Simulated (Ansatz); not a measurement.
# From the elastic tensor of GaN at -0.5 GPa (stress–strain coefficients) to moduli and sound speeds

The calculation used DFT PBE, scalar-relativistic, plane waves, PAW (Ansatz 0.2.0). Cutoff 420 eV, 8×8×8 k-points (Γ-centred), fixed occupations. No spin polarisation.

The structure is cubic, space group F-43m (No. 216). Conventional cell: a = 4.553 Å, b = 4.553 Å, c = 4.553 Å, α = 90.00°, β = 90.00°, γ = 90.00°. Ga (site symmetry -43m) is surrounded by 4 N at 1.97 Å. N (site symmetry -43m) has 4 Ga at 1.97 Å as nearest neighbours.

The cell is the ideal cubic zincblende prototype; this isn't the usual structure of the compound.

Relaxed-ion constants (GPa, on the Cartesian axes of the calculation):
C11 = 252.9, C12 = 129.4, C13 = 129.4, C22 = 252.9, C23 = 129.4, C33 = 252.9, C44 = 145.3, C55 = 145.3, C66 = 145.3 GPa; the others vanish.

Density 5.892 g/cm³; 2 atoms in 23.60 Å³.

The values that follow are for a polycrystal of randomly turned grains, by Hill's mean where one number stands.

With S = C⁻¹: B_V = (C11+C22+C33+2(C12+C13+C23))/9, G_V = (C11+C22+C33−C12−C13−C23+3(C44+C55+C66))/15, 1/B_R = S11+S22+S33+2(S12+S13+S23), 15/G_R = 4(S11+S22+S33−S12−S13−S23)+3(S44+S55+S66); Hill is their mean. Then v_l = √((B+4G/3)/ρ), v_t = √(G/ρ), v_m = [(2/v_t³+1/v_l³)/3]^(−1/3) and Θ = (ħ/k_B)·v_m·(6π²n/V)^(1/3) for n atoms in the volume V; E = 9BG/(3B+G), ν = (3B−2G)/(2(3B+G)) and A^U = 5G_V/G_R + B_V/B_R − 6.

| Item | Value |
| --- | --- |
| Bulk modulus, Voigt / Reuss / Hill | 170.6 / 170.6 / 170.6 GPa |
| Shear modulus, Voigt / Reuss / Hill | 111.9 / 94.3 / 103.1 GPa |
| Young's modulus | 257 GPa |
| Poisson ratio | 0.248 |
| Pugh ratio B/G | 1.65 |
| Universal anisotropy index | 0.93 |
| Longitudinal and transverse sound speeds | 7231 and 4183 m/s |
| Debye temperature from the mean sound speed | 607 K |

Cost: 1 run of about 1.8 core-minutes, on Intel Xeon Processor @ 2.50GHz (Skylake/Cascade Lake) (shared hosts).

The shear response is strongly anisotropic: C44 = 145.3 GPa far exceeds half the difference between C11 and C12, which measures resistance to tetragonal shear. In the zincblende network the bonds lie along the cube diagonals, so tetragonal shear leaves their lengths unchanged to first order and is resisted mainly by bond-angle bending. The C44 shear also stretches and compresses bonds, although internal displacement of the two sublattices relieves part of that cost. This contrast separates the Voigt and Reuss shear moduli, while the bulk modulus has no such spread because cubic symmetry makes compression isotropic. It also makes the crystal stiffest in uniaxial loading along the body diagonals and softest along the cube axes.

The bulk modulus of 170.6 GPa is below the accepted range for GaN, probably because PBE overestimates bond lengths and so softens the lattice; the slight tension should add only a little. The constants satisfy the cubic elastic stability conditions, but this covers homogeneous strain only and doesn't exclude phonon instabilities at finite wavevector.
